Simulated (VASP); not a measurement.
# MnS (R-3m) in VASP: further runs, part 2 of 2

VASP 6.6.1.

## 3. Single point, PBE, collinear spin, ferromagnetic start

The input, INCAR:

```
SYSTEM = MnS
ADDGRID = .False.
ALGO = Normal
EDIFF = 1E-6
ENCUT = 400
GGA = PE
ISIF = 2
ISMEAR = 0
ISPIN = 2
LASPH = .True.
LCHARG = .False.
LMAXMIX = 4
LORBIT = 11
LREAL = .False.
LWAVE = .False.
MAGMOM = 4 0
NELM = 100
PREC = Accurate
SIGMA = 0.05
```

The input, KPOINTS:

```
k-points
0
Gamma
  9 9 9
  0 0 0
```

The input, POSCAR:

```
MnS
1.0
    1.8299960138      1.0565486912      2.9709202777
   -1.8299960138      1.0565486912      2.9709202777
    0.0000000000     -2.1130973823      2.9709202777
Mn S
1 1
Direct
   -0.0003430000      0.0039840000     -0.0109630000
    0.4802460000      0.5015880000      0.5288910000
```

Potentials or basis: VASP PAW PBE potentials, release 64 (Mn_pv, S_h).

Started as:

```bash
$ cat potpaw_PBE.64/Mn_pv/POTCAR potpaw_PBE.64/S_h/POTCAR > POTCAR
$ mpirun -np 1 vasp_std > vasp.out
```

OUTCAR:

```text
SYSTEM = MnS
   EDIFF = 1E-6
   ENCUT = 400
   GGA = PE
   ISIF = 2
   ISMEAR = 0
   ISPIN = 2
   LASPH = .True.
   LORBIT = 11
   LREAL = .False.
   NELM = 100
   PREC = Accurate

 Found    365 irreducible k-points:

 Following reciprocal coordinates:
            Coordinates               Weight
  0.000000  0.000000  0.000000      1.000000
  0.111111 -0.000000 -0.000000      2.000000
 -0.000000  0.111111 -0.000000      2.000000
  0.000000  0.000000  0.111111      2.000000
  0.222222  0.000000 -0.000000      2.000000
  0.000000  0.222222 -0.000000      2.000000
   k-points           NKPTS =    365   k-points in BZ     NKDIM =    365   number of bands    NBANDS=     15
   number of dos      NEDOS =    301   number of ions     NIONS =      2
   total plane-waves  NPLWV =  13824
   dimension x,y,z NGX =    24 NGY =   24 NGZ =   24
   dimension x,y,z NGXF=    48 NGYF=   48 NGZF=   48
   ions per type =               1   1
   NGX,Y,Z   is equivalent  to a cutoff of  10.94, 10.94, 10.94 a.u.
   NGXF,Y,Z  is equivalent  to a cutoff of  21.89, 21.89, 21.89 a.u.
 SYSTEM =  MnS
   PREC   = accura    normal or accurate (medium, high low for compatibility)
   ISTART =      0    job   : 0-new  1-cont  2-samecut
   ICHARG =      2    charge: 1-file 2-atom 10-const
   ISPIN  =      2    spin polarized calculation?
   LNONCOLLINEAR =      F non collinear calculations
   LSORBIT =      F    spin-orbit coupling
   LASPH  =      T    aspherical Exc in radial PAW
   ENCUT  =  400.0 eV  29.40 Ry    5.42 a.u.   5.95  5.95  5.95*2*pi/ulx,y,z
   NELM   =    100;   NELMIN=  2; NELMDL= -5     # of ELM steps
   EDIFF  = 0.1E-05   stopping-criterion for ELM
   LREAL  =      F    real-space projection
   EDIFFG = 0.1E-04   stopping-criterion for IOM
   NSW    =      0    number of steps for IOM
   IBRION =     -1    ionic relax: 0-MD 1-quasi-New 2-CG
   NFREE  =      0    steps in history (QN), initial steepest desc. (CG)
   ISIF   =      2    stress and relaxation
   ISYM   =      2    0-nonsym 1-usesym 2-fastsym
   POTIM  = 0.5000    time-step for ionic-motion
   TEBEG  =    0.0;   TEEND  =   0.0 temperature during run
   PSTRESS=    0.0 pullay stress
   NELECT =      19.0000    total number of electrons
   NUPDOWN=      -1.0000    fix difference up-down
   EMIN   =  10.00;   EMAX   =-10.00  energy-range for DOS
   EFERMI =   0.00;   METHOD = LEGACY
   ISMEAR =     0;   SIGMA  =   0.05  broadening in eV -4-tet -1-fermi 0-gaus
   EFERMI_NEDOS =   21; number of points for ismear=-14 and -15
   IALGO  =     38    algorithm
   IMIX   =      4    mixing-type and parameters
     AMIX     =   0.40;   BMIX     =  1.00
     AMIX_MAG =   1.60;   BMIX_MAG =  1.00
  volume/ion in A,a.u.               =      17.23       116.29
  Fermi-wavevector in a.u.,A,eV,Ry     =   1.342349  2.536672 24.516344  1.801900
  Thomas-Fermi vector in A             =   2.470510
   LORBIT       =     11    0 simple, 1 ext, 2 COOP (PROOUT), +10 PAW based schemes
   GGA     = PE    functional components
   LHFCALC =     F    Hartree Fock is set to
   AEXX    =    0.0000 exact exchange contribution
   IVDW    =     0    specifies the selected vdW correction
   LEPSILON=     F    determine dielectric tensor
   LRPA    =     F    only Hartree local field effects (RPA)
 spin polarized calculation
 Gauss-broadening in eV      SIGMA  =   0.05
  energy-cutoff  :      400.00
  volume of cell :       34.47
 maximum number of plane-waves:       637
   NGX = 11   NGY = 11   NGZ = 11

 number of electron      19.0000004 magnetization       4.6615818

 Free energy of the ion-electron system (eV)
  ---------------------------------------------------
  ext. energy  EPLUGINS =         0.00000000
  ---------------------------------------------------
  free energy    TOTEN  =       -14.04942580 eV

  energy without entropy =      -14.04842258  energy(sigma->0) =      -14.04892419

 E-fermi :   7.2741     XC(G=0): -10.8145

 val. band max:        7.2683733783   @ k =   0.0000   0.0000   0.3333
 cond. band min:       7.2767140464   @ k =   0.0000   0.0000   0.3333
 fundamental gap:      0.0083406681
 Fermi energy:         7.2741068187

 spin component 1

 k-point     1 :       0.0000    0.0000    0.0000
  band No.  band energies     occupation
      1     -43.3916      1.00000
      2     -43.3882      1.00000
      3     -43.3870      1.00000
      4      -7.4963      1.00000
      5       3.7907      1.00000
      6       3.8176      1.00000
      7       3.8349      1.00000
      8       3.9002      1.00000
      9       3.9550      1.00000
     10       5.4547      1.00000
     11       5.4754      1.00000
     12       5.5281      1.00000
     13       9.1481      0.00000
     14      15.7530      0.00000
     15      15.8555      0.00000
[... 73 lines left out ...]
 k-point     6 :       0.0000    0.2222   -0.0000
  band No.  band energies     occupation
      1     -43.3931      1.00000
      2     -43.3906      1.00000
      3     -43.3890      1.00000
      4      -7.0114      1.00000
      5       2.2591      1.00000
      6       3.0175      1.00000
      7       3.0989      1.00000
      8       4.0911      1.00000
      9       4.0989      1.00000
     10       4.6228      1.00000
     11       6.5846      1.00000
     12       6.6078      1.00000
     13      10.8736      0.00000
     14      14.2345      0.00000
     15      14.8316      0.00000

 [... further k-points ...]

 spin component 2

 k-point     1 :       0.0000    0.0000    0.0000
  band No.  band energies     occupation
      1     -38.9103      1.00000
      2     -38.9080      1.00000
      3     -38.9077      1.00000
      4      -7.1975      1.00000
      5       5.4328      1.00000
      6       5.4890      1.00000
      7       5.5097      1.00000
      8       7.5177      0.00000
      9       7.5482      0.00000
     10       7.6271      0.00000
     11       7.6666      0.00000
     12       7.7184      0.00000
     13      10.1782      0.00000
     14      16.7254      0.00000
     15      16.8979      0.00000
[... 73 lines left out ...]
 k-point     6 :       0.0000    0.2222   -0.0000
  band No.  band energies     occupation
      1     -38.9144      1.00000
      2     -38.9105      1.00000
      3     -38.9089      1.00000
      4      -6.7347      1.00000
      5       3.0700      1.00000
      6       4.5746      1.00000
      7       4.6160      1.00000
      8       7.8159      0.00000
      9       7.8618      0.00000
     10       7.9315      0.00000
     11       9.0001      0.00000
     12       9.0694      0.00000
     13      11.8560      0.00000
     14      15.1351      0.00000
     15      15.8957      0.00000

 [... further k-points ...]

------------------------ aborting loop because EDIFF is reached ----------------------------------------

  FORCE on cell =-STRESS in cart. coord.  units (eV):
  Direction    XX          YY          ZZ          XY          YZ          ZX
  --------------------------------------------------------------------------------------
  -------------------------------------------------------------------------------------
  Total       -0.3510742     -0.4256661     -0.2866202      0.0458418     -0.0246848     -0.0704670
  in kB      -16.3202787    -19.7878093    -13.3240273      2.1310341     -1.1475165     -3.2757763
  external PRESSURE =     -16.4773718 kB  Pullay stress =       0.0000000 kB

 VOLUME and BASIS-vectors are now :
 -----------------------------------------------------------------------------
  energy-cutoff  :      400.00
  volume of cell :       34.47
      direct lattice vectors                 reciprocal lattice vectors
     1.829996014  1.056548691  2.970920278     0.273224639  0.157746319  0.112198680
    -1.829996014  1.056548691  2.970920278    -0.273224639  0.157746319  0.112198680
     0.000000000 -2.113097382  2.970920278     0.000000000 -0.315492638  0.112198680

 POSITION                                       TOTAL-FORCE (eV/Angst)
 -----------------------------------------------------------------------------------
      1.82208     -1.02954      5.92009        -0.100455     -0.315511      0.163998
     -0.03906     -0.08024      4.48824         0.100455      0.315511     -0.163998
 -----------------------------------------------------------------------------------
    total drift:                                0.001072      0.000625      0.000087

  FREE ENERGIE OF THE ION-ELECTRON SYSTEM (eV)
  ---------------------------------------------------
  free  energy   TOTEN  =       -14.0494258018 eV

  energy  without entropy=      -14.0484225817  energy(sigma->0) =      -14.04892419

 total charge

# of ion       s       p       d       tot
------------------------------------------
    1        0.221   6.173   4.942  11.336
    2        0.815   1.307   0.000   2.122
--------------------------------------------------
tot          1.036   7.480   4.942  13.459

 magnetization (x)

# of ion       s       p       d       tot
------------------------------------------
    1        0.052   0.041   4.121   4.214
    2        0.021   0.047   0.000   0.068
--------------------------------------------------
tot          0.073   0.088   4.121   4.282
```

OSZICAR:

```text
N       E                     dE             d eps       ncg     rms          rms(c)
DAV:   1     0.118391783488E+03    0.11839E+03   -0.93506E+03 22222   0.111E+03
DAV:   2    -0.103670668166E+02   -0.12876E+03   -0.12336E+03 23965   0.307E+02
DAV:   3    -0.151108223244E+02   -0.47438E+01   -0.47157E+01 26821   0.658E+01
DAV:   4    -0.151762576747E+02   -0.65435E-01   -0.65380E-01 26496   0.805E+00
DAV:   5    -0.151777977971E+02   -0.15401E-02   -0.15400E-02 27836   0.121E+00    0.970E+00
DAV:   6    -0.141050787003E+02    0.10727E+01   -0.85716E+00 22824   0.368E+01    0.983E+00
DAV:   7    -0.140498105342E+02    0.55268E-01   -0.97403E-01 22001   0.150E+01    0.563E+00
DAV:   8    -0.140545471564E+02   -0.47366E-02   -0.45212E-02 28946   0.198E+00    0.301E+00
DAV:   9    -0.140481201580E+02    0.64270E-02   -0.20198E-02 24553   0.168E+00    0.352E-01
DAV:  10    -0.140491463392E+02   -0.10262E-02   -0.39098E-03 24567   0.659E-01    0.173E-01
DAV:  11    -0.140493576874E+02   -0.21135E-03   -0.42509E-04 25965   0.167E-01    0.957E-02
DAV:  12    -0.140494161649E+02   -0.58478E-04   -0.10578E-04 24504   0.104E-01    0.531E-02
DAV:  13    -0.140494226633E+02   -0.64984E-05   -0.11135E-05 25659   0.429E-02    0.198E-02
DAV:  14    -0.140494254994E+02   -0.28361E-05   -0.48891E-06 24735   0.188E-02    0.634E-03
DAV:  15    -0.140494258018E+02   -0.30235E-06   -0.28796E-07 15045   0.577E-03
   1 F= -.14049426E+02 E0= -.14048924E+02  d E =-.100322E-02  mag=     4.6613
```

stdout:

```text
POSCAR found type information on POSCAR MnS
 POSCAR found :  2 types and       2 ions
 scaLAPACK will be used
 LDA part: xc-table for (Slater+PW92), standard interpolation
 POSCAR, INCAR and KPOINTS ok, starting setup
 FFT: planning ... GRIDC
 FFT: planning ... GRID_SOFT
 FFT: planning ... GRID
 WAVECAR not read
 entering main loop
```

It took 2.4 min on 1 thread of Intel Xeon Platinum 8488C (Sapphire Rapids), shared host; peak memory 0.31 GiB.

These settings aren't checked as converged: the numbers below hold their error.

What came out:

- Free energy: -14.0494 eV
- Largest force: 0.370 eV/Å
- Band gap on the k mesh: none (metal or under the smearing width)
- Net moment: 4.66 μB per cell
- Site moments: Mn +4.21; S +0.07 μB
- Valence electrons inside the program's atomic spheres: Mn 11.34; S 2.12

Caveat: the cutoff is under 1.25 times the usual one of these potentials, so pressure, stress and relaxed cells hold a basis-set (Pulay) error; a cell with one magnetic atom can't hold antiferromagnetic order, which such compounds often take; semilocal functionals often make such compounds metallic where correlation or magnetic order opens a gap, which also shifts bond lengths.

## 4. Single point, PBE, collinear spin, ferromagnetic start

Edit INCAR of step 3 so:

```diff
@@ -4,3 +4,3 @@
 EDIFF = 1E-6
-ENCUT = 400
+ENCUT = 1400
 GGA = PE
```

The input, KPOINTS:

```
k-points
0
Gamma
  5 5 5
  0 0 0
```

The input, POSCAR:

```
MnS
1.0
    1.8299960138      1.0565486912      2.9709202777
   -1.8299960138      1.0565486912      2.9709202777
    0.0000000000     -2.1130973823      2.9709202777
Mn S
1 1
Direct
    0.0000000000      0.0000000000      0.0000000000
    0.5000000000      0.5000000000      0.5000000000
```

Started as:

```bash
$ cat potpaw_PBE.64/Mn_pv/POTCAR potpaw_PBE.64/S_h/POTCAR > POTCAR
$ mpirun -np 1 vasp_std > vasp.out
```

Run time: 2 min. Hardware: 1 thread of Intel Xeon Platinum 8488C (Sapphire Rapids), shared host; peak memory 0.42 GiB.

These settings aren't checked as converged: the numbers below hold their error.

Results:

```yaml
Free_energy: -14.0854 eV
Pressure: -2.8 GPa
Band_gap_on_the_k_mesh: none (metal or under the smearing width)
Net_moment: 4.55 μB per cell
Site_moments: Mn +4.16; S +0.05 μB
Valence_electrons_inside_the_program's_atomic_spheres: Mn 11.34; S 2.10
```

Caveat: the k mesh is coarse (spacing up to 0.42 Å⁻¹), so the values aren't converged; a cell with one magnetic atom can't hold antiferromagnetic order, which such compounds often take; semilocal functionals often make such compounds metallic where correlation or magnetic order opens a gap, which also shifts bond lengths.

## 5. Single point, PBE, collinear spin, ferromagnetic start

INCAR is that of step 4.

KPOINTS is that of step 4.

The input, POSCAR:

```
MnS
1.0
    1.8299960138      1.0565486912      2.9709202777
   -1.8299960138      1.0565486912      2.9709202777
    0.0000000000     -2.1130973823      2.9709202777
Mn S
1 1
Direct
   -0.0003430000      0.0039840000     -0.0109630000
    0.4802460000      0.5015880000      0.5288910000
```

Started as:

```bash
$ cat potpaw_PBE.64/Mn_pv/POTCAR potpaw_PBE.64/S_h/POTCAR > POTCAR
$ mpirun -np 1 vasp_std > vasp.out
```

Run time: 5.2 min. Hardware: 1 thread of Intel Xeon Platinum 8488C (Sapphire Rapids), shared host; peak memory 0.54 GiB.

These settings aren't checked as converged: the numbers below hold their error.

What came out:

```
Free energy                                           : -14.0628 eV
Pressure                                              : -2.2 GPa
Largest force                                         : 0.368 eV/Å
Band gap on the k mesh                                : none (metal or under the smearing width)
Net moment                                            : 4.55 μB per cell
Site moments                                          : Mn +4.15; S +0.06 μB
Valence electrons inside the program's atomic spheres : Mn 11.34; S 2.10
```

Caveat: the k mesh is coarse (spacing up to 0.42 Å⁻¹), so the values aren't converged; a cell with one magnetic atom can't hold antiferromagnetic order, which such compounds often take; semilocal functionals often make such compounds metallic where correlation or magnetic order opens a gap, which also shifts bond lengths.
